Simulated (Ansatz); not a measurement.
**InAs: energy along a strain**

InAs, Fm-3m, a = 5.755 Å (as given, not relaxed at this level: -2.4 GPa). This isn't the usual stable structure of the compound. Ansatz: r2SCAN, PAW, 500 eV, Γ-centred 14×14×14 mesh on 2 atoms, Gaussian smearing 0.15 eV; no spin polarisation. Cell vectors (Å): 0.000 2.877 2.877; 2.877 0.000 2.877; 2.877 2.877 0.000. The cell is strained by x per cent times the pattern (0 0 0 0 1 0) in the order xx yy zz yz xz xy (engineering shears), with fractional coordinates held. y is the free energy over the start, V0 = 23.821 Å³/atom. Symmetry makes y even in x. Points with a strain past 8.5 % were computed too (2) and aren't used here.

| x (%) | y (meV/atom) |
| --- | --- |
| -5.00 | 3.92 |
| 0.00 | 0.00 |
| 2.50 | 0.99 |
| 6.25 | 6.10 |
| 7.50 | ? |

Q: Fit y = c2 x² + c4 x⁴ to the other rows, get the stiffness along the pattern, and predict the missing energy.

A: Least squares on the rows shown. y = 0.1582 x² − 5.241×10⁻⁵ x⁴. The clamped-ion stiffness p·C·p = 2 × 1.582 eV × 160.2 / 23.821 Å³ = 21 GPa, which is C55 in these axes (C44 of the cubic crystal) (second derivative at the start, which stands under stress). At x = 7.50 the fit asked for gives 8.73 meV/atom. The run gave 8.70 meV/atom, so the fit is 0.03 meV/atom too high, a small miss on the scale of the series.